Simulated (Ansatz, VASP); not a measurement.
## Cross-check of GaAs between VASP and Ansatz

Wanted: the spread between two codes on one cell, functional and k mesh. The cell is taken from a series of VASP runs on this material, whose earlier steps may have relaxed, scaled or displaced it; both programs get it as it stands.

Main program and level: Ansatz 0.2.0; plane waves, with VASP 6.6.1 beside it; band structure at HSE06.

## (1) Set-up

The structure is cubic, space group F-43m (No. 216). The conventional cell has a = 5.745 Å, b = 5.745 Å, c = 5.745 Å, α = 90.00°, β = 90.00°, γ = 90.00°. Ga has 4 As at 2.49 Å nearest. As has 4 Ga at 2.49 Å nearest. Farther neighbours are not listed.

## (2) VASP: band structure, HSE06

Levels along a path test the potential and the projectors away from the mesh points.

Lines of VASP's logs that name or quote its potential files are left out, and so is its time.

The run reads the wave functions of an earlier VASP run, which isn't shown here.

The input, INCAR:

```
SYSTEM = GaAs
PREC = Accurate
ENCUT = 400
EDIFF = 1E-06
NELM = 100
ISMEAR = 0
SIGMA = 0.05
LREAL = .FALSE.
ALGO = Normal
LHFCALC = .TRUE.
AEXX = 0.25
GGA = PE
HFSCREEN = 0.2
LASPH = .TRUE.
NBANDS = 15
PRECFOCK = Fast
LORBIT = 11
LWAVE = .FALSE.
LCHARG = .FALSE.
KPAR = 2
```

The input, POSCAR:

```
GaAs
1.0
    0.0000000000      2.8722583366      2.8722583366
    2.8722583366      0.0000000000      2.8722583366
    2.8722583366      2.8722583366      0.0000000000
Ga As
1 1
Direct
    0.0000000000      0.0000000000      0.0000000000
    0.2500000000      0.2500000000      0.2500000000
```

The input, KPOINTS:

```
Automatic mesh
0
Gamma
4 4 4
0 0 0
```

The input, KPOINTS_OPT:

```
Line mode
6
Line-mode
Reciprocal
  0.00000000   0.00000000   0.00000000 GAMMA
  0.50000000   0.00000000   0.50000000 X

  0.50000000   0.00000000   0.50000000 X
  0.50000000   0.25000000   0.75000000 W

  0.50000000   0.25000000   0.75000000 W
  0.37500000   0.37500000   0.75000000 K

  0.37500000   0.37500000   0.75000000 K
  0.00000000   0.00000000   0.00000000 GAMMA

  0.00000000   0.00000000   0.00000000 GAMMA
  0.50000000   0.50000000   0.50000000 L

  0.50000000   0.50000000   0.50000000 L
  0.62500000   0.25000000   0.62500000 U

  0.62500000   0.25000000   0.62500000 U
  0.50000000   0.25000000   0.75000000 W

  0.50000000   0.25000000   0.75000000 W
  0.50000000   0.50000000   0.50000000 L

  0.50000000   0.50000000   0.50000000 L
  0.37500000   0.37500000   0.75000000 K

  0.62500000   0.25000000   0.62500000 U
  0.50000000   0.00000000   0.50000000 X
```

Potentials, in the order of the species: Ga_d and As (PBE family, release 64).

Command:

```console
mpirun -np 2 vasp_std
```

Numbers of over 12 decimals in the logs are rounded to 6 here.

The log of the run:

```text
[banner, memory and clock lines left out]
running    2 mpi-ranks, on    1 nodes
 distrk:  each k-point on    1 cores,    2 groups
 distr:  one band on    1 cores,    1 groups

 POSCAR found type information on POSCAR GaAs
 POSCAR found :  2 types and       2 ions
 LDA part: xc-table for (Slater+PW92), standard interpolation
 found WAVECAR, reading the header
 POSCAR, INCAR and KPOINTS ok, starting setup
 FFT: planning ... GRIDC
 FFT: planning ... GRID_SOFT
 FFT: planning ... GRID
 reading WAVECAR
 the WAVECAR file was read successfully
 initial charge from wavefunction
 entering main loop
       N       E                     dE             d eps       ncg     rms          rms(c)
DAV:   1    -0.973706147967E+01   -0.97371E+01   -0.72418E-01   367   0.156E+01    0.217E+00
DAV:   2    -0.973466664441E+01    0.23948E-02   -0.48738E-02   328   0.334E+00    0.147E+00
DAV:   3    -0.973242536966E+01    0.22413E-02   -0.52772E-03   324   0.119E+00    0.871E-01
DAV:   4    -0.973184884897E+01    0.57652E-03   -0.74814E-04   318   0.305E-01    0.493E-01
DAV:   5    -0.973168808778E+01    0.16076E-03   -0.14097E-04   275   0.968E-02    0.282E-01
DAV:   6    -0.973164218395E+01    0.45904E-04   -0.29647E-05   289   0.468E-02    0.159E-01
DAV:   7    -0.973162618536E+01    0.15999E-04   -0.62544E-06   303   0.228E-02    0.885E-02
DAV:   8    -0.973162074452E+01    0.54408E-05   -0.20606E-06   289   0.112E-02    0.485E-02
DAV:   9    -0.973161897270E+01    0.17718E-05   -0.68651E-07   183   0.571E-03    0.269E-02
DAV:  10    -0.973161847632E+01    0.49638E-06   -0.35949E-07   190   0.440E-03
   1 F= -.97316185E+01 E0= -.97316185E+01  d E =-.380789E-13
 Start KPOINTS_OPT (optional k-point list driver)
k-point batch [1-8\60]
       N       E                     dE             ncg
DAV:   1    -0.420911936512E+03   -0.33128E+04      240
DAV:   2    -0.120739837795E+04   -0.78649E+03      247
DAV:   3    -0.126782655352E+04   -0.60428E+02      282
DAV:   4    -0.126937500041E+04   -0.15484E+01      332
DAV:   5    -0.126939315738E+04   -0.18157E-01      324
DAV:   6    -0.126939353203E+04   -0.37465E-03      366
DAV:   7    -0.126939353537E+04   -0.33383E-05      271
DAV:   8    -0.126939353544E+04   -0.66363E-07      267
[...]
k-point batch [57-60\60]
       N       E                     dE             ncg
DAV:   1     0.205969799049E+04   -0.25244E+04      120
DAV:   2     0.169098165835E+04   -0.36872E+03      141
DAV:   3     0.166716143958E+04   -0.23820E+02      141
DAV:   4     0.166664705003E+04   -0.51439E+00      155
DAV:   5     0.166663857439E+04   -0.84756E-02      162
DAV:   6     0.166663823648E+04   -0.33790E-03      186
DAV:   7     0.166663823092E+04   -0.55655E-05      162
DAV:   8     0.166663823072E+04   -0.19261E-06      152
```

From OUTCAR (step 2):

```text
ion  position               nearest neighbor table
   1  0.000  0.000  0.000-   2 2.49   2 2.49   2 2.49   2 2.49
   2  0.250  0.250  0.250-   1 2.49   1 2.49   1 2.49   1 2.49

  LATTYP: Found a face centered cubic cell.
 ALAT       =     5.7445166732

 Subroutine GETGRP returns: Found 24 space group operations
 (whereof 24 operations were pure point group operations)

The static configuration has the point symmetry T_d .

 Found      8 irreducible k-points:

   k-points           NKPTS =      8   k-points in BZ     NKDIM =     64   number of bands    NBANDS=     15

   dimension x,y,z NGX =    28 NGY =   28 NGZ =   28
   dimension x,y,z NGXF=    56 NGYF=   56 NGZF=   56

   ENCUT  =  400.0 eV  29.40 Ry    5.42 a.u.   6.62  6.62  6.62*2*pi/ulx,y,z

   NELECT =      18.0000    total number of electrons

 k-points in reciprocal lattice and weights: Automatic mesh
   0.00000000  0.00000000  0.00000000       0.016
   0.25000000  0.00000000  0.00000000       0.125
   0.50000000  0.00000000  0.00000000       0.062
   0.25000000  0.25000000  0.00000000       0.094
   0.50000000  0.25000000  0.00000000       0.375
  -0.25000000  0.25000000  0.00000000       0.188
   0.50000000  0.50000000  0.00000000       0.047
  -0.25000000  0.50000000  0.25000000       0.094

  exchange ACFDT corr.  =         0.00000000  see jH, gK, PRB 81, 115126

 average (electrostatic) potential at core
       1 -59.8077       2 -46.9048

 E-fermi :   3.3271

 k-point     1 :       0.0000    0.0000    0.0000
  band No.  band energies     occupation
    ...
      5     -14.1905      2.00000
      6     -10.5073      2.00000
      7       3.0807      2.00000
      8       3.0808      2.00000
      9       3.0808      2.00000
     10       4.1628      0.00000
     11       7.6236      0.00000
     12       7.6236      0.00000
     13       7.6236      0.00000
     14      11.5291      0.00000
    ...

 k-point     2 :       0.2500    0.0000    0.0000
  band No.  band energies     occupation
    ...
      5     -14.1904      2.00000
      6      -9.8087      2.00000
      7      -1.1956      2.00000
      8       2.4080      2.00000
      9       2.4080      2.00000
     10       5.2016      0.00000
     11       8.5004      0.00000
     12       8.5004      0.00000
     13       9.7905      0.00000
     14      12.9260      0.00000
    ...

 k-point     3 :       0.5000    0.0000    0.0000
  band No.  band energies     occupation
    ...
      5     -14.1882      2.00000
      6      -8.7332      2.00000
      7      -3.8427      2.00000
      8       1.9257      2.00000
      9       1.9257      2.00000
     10       4.7414      0.00000
     11       8.5415      0.00000
     12       8.5415      0.00000
     13      11.7082      0.00000
     14      14.3310      0.00000
    ...

  energy-cutoff  :      400.00
  volume of cell :       47.39
      direct lattice vectors                 reciprocal lattice vectors
     0.000000000  2.872258337  2.872258337    -0.174079049  0.174079049  0.174079049
     2.872258337  0.000000000  2.872258337     0.174079049 -0.174079049  0.174079049
     2.872258337  2.872258337  0.000000000     0.174079049  0.174079049 -0.174079049

 POSITION                                       TOTAL-FORCE (eV/Angst)
 -----------------------------------------------------------------------------------
      0.00000      0.00000      0.00000         0.000000      0.000000      0.000000
      1.43613      1.43613      1.43613        -0.000000     -0.000000     -0.000000
 -----------------------------------------------------------------------------------
    total drift:                                0.000019     -0.000010      0.000012

  FREE ENERGIE OF THE ION-ELECTRON SYSTEM (eV)
  ---------------------------------------------------
  free  energy   TOTEN  =        -9.7316184763 eV

  energy  without entropy=       -9.7316184763  energy(sigma->0) =       -9.73161848

 total charge
# of ion       s       p       d       tot
------------------------------------------
    1        0.824   0.762  10.003  11.589
    2        1.209   1.635   0.028   2.872
--------------------------------------------------
tot          2.033   2.397  10.031  14.461

[... 3 further parts left out ...]
```

Spin-orbit coupling is off here; it would split degenerate levels, and it lifts a valence top of As p states by about 0.1 eV.

(Continued in part 2 of 2.)

[Lines on the potential files, build, host, timing and source positions are cut from VASP's logs without a mark.]

[Logs are printed without paths, hosts, clocks, repeated set-up lines and the standing remarks that a program may print on its own settings, such as how far it seeks lower states.]

[Hosts, paths, dates, database ids (printed as entryN), source tags and the programs' standing remarks are cut or masked in the printed files.]
